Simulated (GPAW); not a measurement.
# Al3Cu2 (P-3m1) in GPAW: notebook

One crystal, Al3Cu2, is run at these levels: PBEsol; tasks: relaxation of cell and atoms.

All numbers are computed with GPAW 26.7.0; they aren't measurements. Logs are shortened: lines on timing, memory, paths and dates and some standing lists are left out, and cuts for length are marked. The log counts tension as positive stress, the text compression.

## Step 1: The structure

It takes space group P-3m1 (No. 164, trigonal). The conventional cell has a = 4.092 Å, b = 4.092 Å, c = 4.993 Å, α = 90.00°, β = 90.00°, γ = 120.00°. Cu (site symmetry 3m) is surrounded by 8 Al at 2.44 to 2.55 Å. Al (site symmetry 3m) is surrounded by 5 Cu at 2.44 to 2.55 Å and 3 Al at 2.80 Å. Around Al (site symmetry -3m) lie 6 Cu at 2.49 Å.

The cell comes from a database or a generator and needn't be the stable form of this composition.

## Step 2: Relaxation of cell and atoms, PBEsol, target pressure 5 GPa, at which the enthalpy is minimised

File run.py:

```python
from ase import Atoms
from ase.filters import FrechetCellFilter
from ase.io import write
from ase.optimize import BFGS
from ase.units import GPa
from gpaw import GPAW, PW, setup_paths

setup_paths.insert(0, '.')

atoms = Atoms(['Cu', 'Cu', 'Al', 'Al', 'Al'],
              cell=[[4.0919516368, 0.0, 0.0],
                    [-2.0459758184, 3.5437340685, 0.0],
                    [0.0, 0.0, 4.9927787]],
              scaled_positions=[[0.6666666667, 0.3333333333, 0.16048787],
                                [0.3333333333, 0.6666666667, 0.83951213],
                                [0.6666666667, 0.3333333333, 0.65007465],
                                [0.3333333333, 0.6666666667, 0.34992535],
                                [0.0, 0.0, 0.0]],
              pbc=True)

calc = GPAW(mode=PW(600),
            xc='PBEsol',
            kpts={'size': (5, 5, 4), 'gamma': True},
            occupations={'name': 'fermi-dirac', 'width': 0.05},
            nbands=32,
            convergence={'density': 1e-05, 'forces': 0.0001},
            maxiter=150,
            txt='gpaw.txt')
atoms.calc = calc
opt = BFGS(FrechetCellFilter(atoms, scalar_pressure=5 * GPa), trajectory='relax.traj', logfile='-')
done = opt.run(fmax=0.02, steps=60)
calc.write('gs.gpw')
write('result.traj', atoms)
print('Converged:', done)
print('Cell:', atoms.cell.cellpar().round(4))
print('Volume:', round(atoms.get_volume(), 4))
print(atoms.get_scaled_positions().round(5))
```

Potentials or basis: PAW data sets generated in the run's folder for this functional, pw.

On the command line:

```sh
$ gpaw-setup -f PBEsol Al Cu
$ OMP_NUM_THREADS=1 python run.py
```

gpaw.txt:

```text
__  _  _
 | _ |_)|_||  |
 |__||  | ||/\| - 26.7.0

Input parameters:
  mode=PW(ecut=600.0),
  convergence={'density': 1e-05, 'forces': 0.0001},
  kpts=MonkhorstPack(size=(5, 5, 4), gamma=True),
  maxiter=150,
  nbands=32,
  occupations=Occupations(name='fermi-dirac', width=0.05),
  xc=XC(name='PBEsol')

Diagonalizing LCAO Hamiltonian
Converting LCAO to pw mode

         Cu

             Al
         Al

             Cu
       Al

Atoms  # Å, Bohr magnetons
|   | symbol |         x |        y |        z |    initial magnetic moments |
|---|--------|-----------|----------|----------|-----------------------------|
| 0 |     Cu |  2.045976 | 1.181245 | 0.801280 | ( 0.0000,  0.0000,  0.0000) |
| 1 |     Cu | -0.000000 | 2.362489 | 4.191498 | ( 0.0000,  0.0000,  0.0000) |
| 2 |     Al |  2.045976 | 1.181245 | 3.245679 | ( 0.0000,  0.0000,  0.0000) |
| 3 |     Al | -0.000000 | 2.362489 | 1.747100 | ( 0.0000,  0.0000,  0.0000) |
| 4 |     Al |  0.000000 | 0.000000 | 0.000000 | ( 0.0000,  0.0000,  0.0000) |

Unit cell  # Å
| periodic |         x |        y |        z |  lengths |     angles |
|----------|-----------|----------|----------|----------|------------|
|      yes |  4.091952 | 0.000000 | 0.000000 | 4.091952 |  90.000000 |
|      yes | -2.045976 | 3.543734 | 0.000000 | 4.091952 |  90.000000 |
|      yes |  0.000000 | 0.000000 | 4.992779 | 4.992779 | 120.000000 |

Number of symmetries: 12
Symmetry operations  # r_c * U_cc + t_c -> r_c
|    | kind |            matrix            |
|----|------|------------------------------|
|  0 |  σ   |  1, 1, 0,  0,-1, 0,  0, 0, 1 |
|  1 |  S6  |  1, 1, 0, -1, 0, 0,  0, 0,-1 |
|  2 |  E   |  1, 0, 0,  0, 1, 0,  0, 0, 1 |
|  3 |  C2  |  1, 0, 0, -1,-1, 0,  0, 0,-1 |
|  4 |  C2  |  0, 1, 0,  1, 0, 0,  0, 0,-1 |
|  5 |  C3  |  0, 1, 0, -1,-1, 0,  0, 0, 1 |
|  6 |  S6  |  0,-1, 0,  1, 1, 0,  0, 0,-1 |
|  7 |  σ   |  0,-1, 0, -1, 0, 0,  0, 0, 1 |
|  8 |  σ   | -1, 0, 0,  1, 1, 0,  0, 0, 1 |
[... 222 lines left out ...]
             Cu
       Al

Atoms  # Å, Bohr magnetons
|   | symbol |         x |         y |         z |    initial magnetic moments |
|---|--------|-----------|-----------|-----------|-----------------------------|
| 0 |     Cu |  2.043678 |  1.179918 |  0.800249 | ( 0.0000,  0.0000,  0.0000) |
| 1 |     Cu | -0.000000 |  2.359837 |  4.187477 | ( 0.0000,  0.0000,  0.0000) |
| 2 |     Al |  2.043678 |  1.179918 |  3.241707 | ( 0.0000,  0.0000,  0.0000) |
| 3 |     Al | -0.000000 |  2.359837 |  1.746019 | ( 0.0000,  0.0000,  0.0000) |
| 4 |     Al |  0.000000 | -0.000000 | -0.000000 | ( 0.0000,  0.0000,  0.0000) |
[... 158 lines left out ...]
SCF iterations
|iter     | |      energy | eigst |  dens |force |
|---------|-|-------------|-------|-------|------|
|iter:   1| |  -21.533970 | -3.77 |       |      |
|iter:   2| |  -21.533546 | -5.24 | -2.65 |      |
|iter:   3| |  -21.533075c| -4.86 | -2.77 |      |
|iter:   4| |  -21.533066c| -6.76 | -3.28 |      |
|iter:   5| |  -21.533058c| -5.96 | -3.42 |      |
|iter:   6| |  -21.533058c| -7.82c| -4.43 |      |
|iter:   7| |  -21.533059c| -8.19c| -4.67 |      |
|iter:   8| |  -21.533059c| -8.31c| -5.28c|      |
|iter:   9| |  -21.533059c| -9.71c| -5.74c|-3.81 |
|iter:  10| |  -21.533059c| -9.75c| -6.03c|-4.79c|

Converged in 10 steps
Energy contributions relative to reference atoms: (reference = -109739.344161)

Energy contributions:
  Kinetic:         -20.173443
  Coulomb:          20.156792
  Zero:              0.145355
  External:          0.000000
  Xc:              -21.656838
  Entropy:          -0.009850
  Spinorbit:         0.000000
  ----------------------------
  Free energy:     -21.537984
  Extrapolated:    -21.533059
[... 31 lines left out ...]
Stress tensor  # eV/Ang^3
|         x |         y |         z |
|-----------|-----------|-----------|
| -0.006430 |  0.000000 |  0.000000 |
|  0.000000 | -0.006430 |  0.000000 |
|  0.000000 |  0.000000 | -0.009067 |

Forces  # eV/Ang
|        x |       y |        z |
|----------|---------|----------|
| -0.00000 | 0.00000 | -0.01732 |  # Cu   0
| -0.00000 | 0.00000 |  0.01732 |  # Cu   1
|  0.00000 | 0.00000 | -0.04354 |  # Al   2
| -0.00000 | 0.00000 |  0.04354 |  # Al   3
|  0.00000 | 0.00000 |  0.00000 |  # Al   4
[... 11 lines left out ...]
Atoms  # Å, Bohr magnetons
|   | symbol |         x |        y |         z |    initial magnetic moments |
|---|--------|-----------|----------|-----------|-----------------------------|
| 0 |     Cu |  2.021239 | 1.166963 |  0.789751 | ( 0.0000,  0.0000,  0.0000) |
| 1 |     Cu | -0.000000 | 2.333925 |  4.149009 | ( 0.0000,  0.0000,  0.0000) |
| 2 |     Al |  2.021239 | 1.166963 |  3.203241 | ( 0.0000,  0.0000,  0.0000) |
| 3 |     Al | -0.000000 | 2.333925 |  1.735519 | ( 0.0000,  0.0000,  0.0000) |
| 4 |     Al | -0.000000 | 0.000000 | -0.000000 | ( 0.0000,  0.0000,  0.0000) |

Unit cell  # Å
| periodic |         x |        y |         z |  lengths |     angles |
|----------|-----------|----------|-----------|----------|------------|
|      yes |  4.042477 | 0.000000 |  0.000000 | 4.042477 |  90.000000 |
|      yes | -2.021239 | 3.500888 | -0.000000 | 4.042477 |  90.000000 |
|      yes |  0.000000 | 0.000000 |  4.938760 | 4.938760 | 120.000000 |

Number of symmetries: 12
Symmetry operations  # r_c * U_cc + t_c -> r_c
|    | kind |            matrix            |
|----|------|------------------------------|
|  0 |  σ   |  1, 1, 0,  0,-1, 0,  0, 0, 1 |
|  1 |  S6  |  1, 1, 0, -1, 0, 0,  0, 0,-1 |
|  2 |  E   |  1, 0, 0,  0, 1, 0,  0, 0, 1 |
|  3 |  C2  |  1, 0, 0, -1,-1, 0,  0, 0,-1 |
|  4 |  C2  |  0, 1, 0,  1, 0, 0,  0, 0,-1 |
|  5 |  C3  |  0, 1, 0, -1,-1, 0,  0, 0, 1 |
|  6 |  S6  |  0,-1, 0,  1, 1, 0,  0, 0,-1 |
|  7 |  σ   |  0,-1, 0, -1, 0, 0,  0, 0, 1 |
|  8 |  σ   | -1, 0, 0,  1, 1, 0,  0, 0, 1 |
[... 723 lines left out ...]
Atoms  # Å, Bohr magnetons
|   | symbol |         x |        y |         z |    initial magnetic moments |
|---|--------|-----------|----------|-----------|-----------------------------|
| 0 |     Cu |  2.022108 | 1.167465 |  0.787469 | ( 0.0000,  0.0000,  0.0000) |
| 1 |     Cu | -0.000000 | 2.334929 |  4.155805 | ( 0.0000,  0.0000,  0.0000) |
| 2 |     Al |  2.022108 | 1.167465 |  3.206511 | ( 0.0000,  0.0000,  0.0000) |
| 3 |     Al | -0.000000 | 2.334929 |  1.736763 | ( 0.0000,  0.0000,  0.0000) |
| 4 |     Al | -0.000000 | 0.000000 | -0.000000 | ( 0.0000,  0.0000,  0.0000) |

Unit cell  # Å
| periodic |         x |        y |         z |  lengths |     angles |
|----------|-----------|----------|-----------|----------|------------|
|      yes |  4.044216 | 0.000000 | -0.000000 | 4.044216 |  90.000000 |
|      yes | -2.022108 | 3.502394 | -0.000000 | 4.044216 |  90.000000 |
|      yes | -0.000000 | 0.000000 |  4.943274 | 4.943274 | 120.000000 |

Number of symmetries: 12
Symmetry operations  # r_c * U_cc + t_c -> r_c
|    | kind |            matrix            |
|----|------|------------------------------|
|  0 |  σ   |  1, 1, 0,  0,-1, 0,  0, 0, 1 |
|  1 |  S6  |  1, 1, 0, -1, 0, 0,  0, 0,-1 |
|  2 |  E   |  1, 0, 0,  0, 1, 0,  0, 0, 1 |
|  3 |  C2  |  1, 0, 0, -1,-1, 0,  0, 0,-1 |
|  4 |  C2  |  0, 1, 0,  1, 0, 0,  0, 0,-1 |
|  5 |  C3  |  0, 1, 0, -1,-1, 0,  0, 0, 1 |
|  6 |  S6  |  0,-1, 0,  1, 1, 0,  0, 0,-1 |
|  7 |  σ   |  0,-1, 0, -1, 0, 0,  0, 0, 1 |
|  8 |  σ   | -1, 0, 0,  1, 1, 0,  0, 0, 1 |
[... 203 lines left out ...]
Forces  # eV/Ang
|        x |        y |        z |
|----------|----------|----------|
|  0.00000 |  0.00000 | -0.00277 |  # Cu   0
| -0.00000 | -0.00000 |  0.00277 |  # Cu   1
|  0.00000 | -0.00000 | -0.01345 |  # Al   2
|  0.00000 |  0.00000 |  0.01345 |  # Al   3
|  0.00000 |  0.00000 |  0.00000 |  # Al   4

# Writing to gs.gpw (mode='')
```

Run time: 1.7 min. Hardware: 1 thread of Intel Xeon Platinum 8488C (Sapphire Rapids), shared host; peak memory 0.26 GiB.

What came out:

- Free energy: -21.4974 eV
- Relaxed volume: 14.00 Å³/atom
- Relaxed cell: a = 4.044 Å, b = 4.044 Å, c = 4.943 Å, α = 90.00°, β = 90.00°, γ = 120.00°
- Space group after relaxing (to 0.05 Å): P-3m1 (No. 164)
- Energy change on relaxing (the enthalpy is what falls): +8.2 meV/atom
- Ionic steps: 6
- Pressure after relaxing: 5.0 GPa
- Largest force after relaxing: 0.013 eV/Å
- Band gap on the k mesh: none (metal or under the smearing width)

Forces on the atoms (eV/Å):
```
Cu   0.000  0.000 -0.003
Cu   0.000  0.000  0.003
Al   0.000  0.000 -0.013
Al   0.000  0.000  0.013
Al   0.000  0.000  0.000
```

Stress tensor (GPa, compression positive):
```
4.92 0.00 0.00
0.00 4.92 0.00
0.00 0.00 5.03
```

The path:
```csv
step,energy change (eV),largest force (eV/Å),pressure (GPa),volume (Å³)
1,0.0000,0.0481,0.79,72.40
2,0.0013,0.0435,1.17,72.16
3,0.0453,0.0352,5.21,69.89
4,0.0420,0.0292,5.01,70.00
5,0.0414,0.0229,4.97,70.01
6,0.0412,0.0135,4.96,70.02
```

Final structure:
```cif
data_structure
_symmetry_space_group_name_H-M 'P 1'
_symmetry_Int_Tables_number 1
_cell_length_a 4.0442
_cell_length_b 4.0442
_cell_length_c 4.9433
_cell_angle_alpha 90.000
_cell_angle_beta 90.000
_cell_angle_gamma 120.000
_cell_volume 70.02
loop_
_atom_site_label
_atom_site_type_symbol
_atom_site_fract_x
_atom_site_fract_y
_atom_site_fract_z
_atom_site_occupancy
Cu1 Cu 0.66667 0.33333 0.15930 1
Cu2 Cu 0.33333 0.66667 0.84070 1
Al1 Al 0.66667 0.33333 0.64866 1
Al2 Al 0.33333 0.66667 0.35134 1
Al3 Al 0.00000 0.00000 0.00000 1
```

Caveat: with this Cu data set, volumes or pressures lay over 1.5 % or 2 GPa off other programs in two to four cells of ten; later steps reuse the first step's grids.

## Step 3: Relaxation of cell and atoms, PBEsol, target pressure 10 GPa, at which the enthalpy is minimised

run.py: that of step 2 with these lines changed.

```diff
@@ -29,3 +29,3 @@
 atoms.calc = calc
-opt = BFGS(FrechetCellFilter(atoms, scalar_pressure=5 * GPa), trajectory='relax.traj', logfile='-')
+opt = BFGS(FrechetCellFilter(atoms, scalar_pressure=10 * GPa), trajectory='relax.traj', logfile='-')
 done = opt.run(fmax=0.02, steps=60)
```

Potentials or basis: PAW data sets generated in the run's folder for this functional, pw.

On the command line:

```sh
$ gpaw-setup -f PBEsol Al Cu
$ OMP_NUM_THREADS=1 python run.py
```

Run time: 1.8 min. Hardware: 1 thread of Intel Xeon Platinum 8488C (Sapphire Rapids), shared host; peak memory 0.26 GiB.

Results (log left out):

```yaml
Free_energy: -21.3859 eV
Relaxed_volume: 13.53 Å³/atom
Relaxed_cell: a = 3.997 Å, b = 3.997 Å, c = 4.888 Å, α = 90.00°, β = 90.00°, γ = 120.00°
Space_group_after_relaxing_to_0.05_Å: P-3m1 (No. 164)
Energy_change_on_relaxing_the_enthalpy_is_what_falls: +30.5 meV/atom
Ionic_steps: 6
Pressure_after_relaxing: 10.0 GPa
Largest_force_after_relaxing: 0.013 eV/Å
Band_gap_on_the_k_mesh: none (metal or under the smearing width)
```

Forces in eV/Å, atoms in the order of the input:
```
Cu   0.000  0.000  0.005
Cu   0.000  0.000 -0.005
Al   0.000  0.000 -0.013
Al   0.000  0.000  0.013
Al   0.000  0.000  0.000
```

Step by step:
```
step  energy change (eV)  largest force (eV/Å)  pressure (GPa)  volume (Å³)
   1              0.0000                0.0481            0.79        72.40
   2              0.0038                0.0466            1.63        71.88
   3              0.1749                0.0566           10.84        67.29
   4              0.1507                0.0460            9.97        67.66
   5              0.1512                0.0405            9.99        67.65
   6              0.1523                0.0135           10.02        67.63
```

Final structure:
```cif
data_structure
_symmetry_space_group_name_H-M 'P 1'
_symmetry_Int_Tables_number 1
_cell_length_a 3.9970
_cell_length_b 3.9970
_cell_length_c 4.8880
_cell_angle_alpha 90.000
_cell_angle_beta 90.000
_cell_angle_gamma 120.000
_cell_volume 67.63
loop_
_atom_site_label
_atom_site_type_symbol
_atom_site_fract_x
_atom_site_fract_y
_atom_site_fract_z
_atom_site_occupancy
Cu1 Cu 0.66667 0.33333 0.15853 1
Cu2 Cu 0.33333 0.66667 0.84147 1
Al1 Al 0.66667 0.33333 0.64801 1
Al2 Al 0.33333 0.66667 0.35199 1
Al3 Al 0.00000 0.00000 0.00000 1
```

Levels at points of the mesh, in eV from the Fermi level:
```tsv
k point	band 12	band 13	band 14	band 15	band 16	band 17	band 18	band 19
(0.00, 0.00, 0.00)	-4.00	-3.96	-0.33	-0.33	1.31	1.31	2.84	3.10
(0.00, 0.00, 0.50)	-4.54	1.13	1.13	1.19	1.19	1.61	2.52	2.53
```

Caveat: with this Cu data set, volumes or pressures lay over 1.5 % or 2 GPa off other programs in two to four cells of ten; later steps reuse the first step's grids.

## Step 4: Relaxation of cell and atoms, PBEsol, target pressure 20 GPa, at which the enthalpy is minimised

run.py: that of step 3 with these lines changed.

```diff
@@ -29,3 +29,3 @@
 atoms.calc = calc
-opt = BFGS(FrechetCellFilter(atoms, scalar_pressure=10 * GPa), trajectory='relax.traj', logfile='-')
+opt = BFGS(FrechetCellFilter(atoms, scalar_pressure=20 * GPa), trajectory='relax.traj', logfile='-')
 done = opt.run(fmax=0.02, steps=60)
```

On the command line:

```sh
$ gpaw-setup -f PBEsol Al Cu
$ OMP_NUM_THREADS=1 python run.py
```

It took 1.8 min on 1 thread of Intel Xeon Platinum 8488C (Sapphire Rapids), shared host; peak memory 0.25 GiB.

The run converged. Its results:

- Free energy: -21.0324 eV
- Relaxed volume: 12.77 Å³/atom
- Relaxed cell: a = 3.921 Å, b = 3.921 Å, c = 4.795 Å, α = 90.00°, β = 90.00°, γ = 120.00°
- Space group after relaxing (to 0.05 Å): P-3m1 (No. 164)
- Energy change on relaxing (the enthalpy is what falls): +101.1 meV/atom
- Ionic steps: 6
- Pressure after relaxing: 20.2 GPa
- Largest force after relaxing: 0.015 eV/Å
- Band gap on the k mesh: none (metal or under the smearing width)

Forces on the atoms (eV/Å):
```
Cu   0.000  0.000 -0.015
Cu   0.000  0.000  0.015
Al   0.000  0.000 -0.011
Al   0.000  0.000  0.011
Al   0.000  0.000  0.000
```

Step by step:
```csv
step,energy change (eV),largest force (eV/Å),pressure (GPa),volume (Å³)
1,0.0000,0.0481,0.79,72.40
2,0.0111,0.0527,2.58,71.33
3,0.5734,0.0960,21.86,63.33
4,0.4894,0.0791,19.83,63.98
5,0.4944,0.0712,19.95,63.94
6,0.5054,0.0149,20.21,63.84
```

Final structure:
```yaml
crystal:
  lattice:
    - [3.92099, 0.00000, 0.00000]
    - [-1.96050, 3.39568, 0.00000]
    - [0.00000, 0.00000, 4.79475]
  atoms:
    - { symbol: Cu, position: [0.66667, 0.33333, 0.15801] }
    - { symbol: Cu, position: [0.33333, 0.66667, 0.84199] }
    - { symbol: Al, position: [0.66667, 0.33333, 0.64723] }
    - { symbol: Al, position: [0.33333, 0.66667, 0.35277] }
    - { symbol: Al, position: [0.00000, 0.00000, 0.00000] }
```

Levels at points of the mesh, in eV from the Fermi level:
| k point | band 12 | band 13 | band 14 | band 15 | band 16 | band 17 | band 18 | band 19 |
| --- | --- | --- | --- | --- | --- | --- | --- | --- |
| (0.00, 0.00, 0.00) | -4.18 | -4.15 | -0.39 | -0.39 | 1.35 | 1.35 | 3.16 | 3.34 |
| (0.00, 0.00, 0.50) | -4.78 | 1.14 | 1.14 | 1.15 | 1.15 | 1.54 | 2.68 | 2.68 |

Caveat: with this Cu data set, volumes or pressures lay over 1.5 % or 2 GPa off other programs in two to four cells of ten; later steps reuse the first step's grids.

## Step 5: Relaxation of cell and atoms, PBEsol, target pressure 30 GPa, at which the enthalpy is minimised

run.py: that of step 4 with these lines changed.

```diff
@@ -29,3 +29,3 @@
 atoms.calc = calc
-opt = BFGS(FrechetCellFilter(atoms, scalar_pressure=20 * GPa), trajectory='relax.traj', logfile='-')
+opt = BFGS(FrechetCellFilter(atoms, scalar_pressure=30 * GPa), trajectory='relax.traj', logfile='-')
 done = opt.run(fmax=0.02, steps=60)
```

On the command line:

```sh
$ gpaw-setup -f PBEsol Al Cu
$ OMP_NUM_THREADS=1 python run.py
```

Wall time 2.4 min (1 thread of Intel Xeon Platinum 8488C (Sapphire Rapids), shared host); peak memory 0.26 GiB.

It converged, with:

```
Free energy                                            : -20.5981 eV
Relaxed volume                                         : 12.21 Å³/atom
Relaxed cell                                           : a = 3.863 Å, b = 3.863 Å, c = 4.724 Å, α = 90.00°, β = 90.00°, γ = 120.00°
Space group after relaxing (to 0.05 Å)                 : P-3m1 (No. 164)
Energy change on relaxing (the enthalpy is what falls) : +187.9 meV/atom
Ionic steps                                            : 8
Pressure after relaxing                                : 29.8 GPa
Largest force after relaxing                           : 0.008 eV/Å
Band gap on the k mesh                                 : none (metal or under the smearing width)
```

Forces on the atoms (eV/Å):
```
Cu   0.000  0.000 -0.008
Cu   0.000  0.000  0.008
Al   0.000  0.000  0.006
Al   0.000  0.000 -0.006
Al   0.000  0.000  0.000
```

Stress tensor (GPa, compression positive):
```
29.87  0.00  0.00
 0.00 29.87  0.00
 0.00  0.00 29.76
```

The path:
```tsv
step	energy change (eV)	largest force (eV/Å)	pressure (GPa)	volume (Å³)
1	0.0000	0.0481	0.79	72.40
2	0.0217	0.0588	3.56	70.78
3	0.6461	0.1011	23.54	62.83
4	0.9939	0.1100	30.98	60.77
5	0.9485	0.0980	30.05	61.01
6	0.9355	0.0805	29.78	61.07
7	0.9283	0.0286	29.62	61.11
8	0.9394	0.0084	29.83	61.05
```

Final structure:
```
CELL_PARAMETERS angstrom
3.86287 0.00000 0.00000
-1.93143 3.34534 0.00000
0.00000 0.00000 4.72406
ATOMIC_POSITIONS crystal
Cu 0.66667 0.33333 0.15712
Cu 0.33333 0.66667 0.84288
Al 0.66667 0.33333 0.64626
Al 0.33333 0.66667 0.35374
Al 0.00000 0.00000 0.00000
```

Levels at points of the mesh, in eV from the Fermi level:
| k point | band 11 | band 12 | band 13 | band 14 | band 15 | band 16 | band 17 | band 18 | band 19 | band 20 |
| --- | --- | --- | --- | --- | --- | --- | --- | --- | --- | --- |
| (0.00, 0.00, 0.00) | -4.91 | -4.32 | -4.30 | -0.43 | -0.43 | 1.39 | 1.39 | 3.42 | 3.53 | 5.97 |
| (0.00, 0.00, 0.50) | -4.96 | -4.96 | 1.11 | 1.11 | 1.18 | 1.18 | 1.50 | 2.82 | 2.82 | 2.82 |

Caveat: with this Cu data set, volumes or pressures lay over 1.5 % or 2 GPa off other programs in two to four cells of ten; later steps reuse the first step's grids; the volume moved by over 15 % at a fixed basis, so the end points are rough.

## Step 6: Overview

| cell | target pressure | gap on the mesh (eV) | pressure (GPa) | largest force (eV/Å) |
| --- | --- | --- | --- | --- |
| relaxed to 5 GPa | 5 GPa | none | 5.0 | 0.01 |
| relaxed to 10 GPa | 10 GPa | none | 10.0 | 0.01 |
| relaxed to 20 GPa | 20 GPa | none | 20.2 | 0.01 |
| relaxed to 30 GPa | 30 GPa | none | 29.8 | 0.01 |

Alike in all rows: task relaxation of cell and atoms; level PBEsol; potentials or basis PAW data sets generated in the run's folder for this functional, pw; no spin polarisation; k mesh 5 × 5 × 4; cutoff (eV) 600; smearing fermi-dirac 0.05 eV.

Caveats: with this Cu data set, volumes or pressures lay over 1.5 % or 2 GPa off other programs in two to four cells of ten; later steps reuse the first step's grids; the volume moved by over 15 % at a fixed basis, so the end points are rough (some runs).

Total energies depend on the potentials used, so only differences within one code and one set of settings carry meaning.
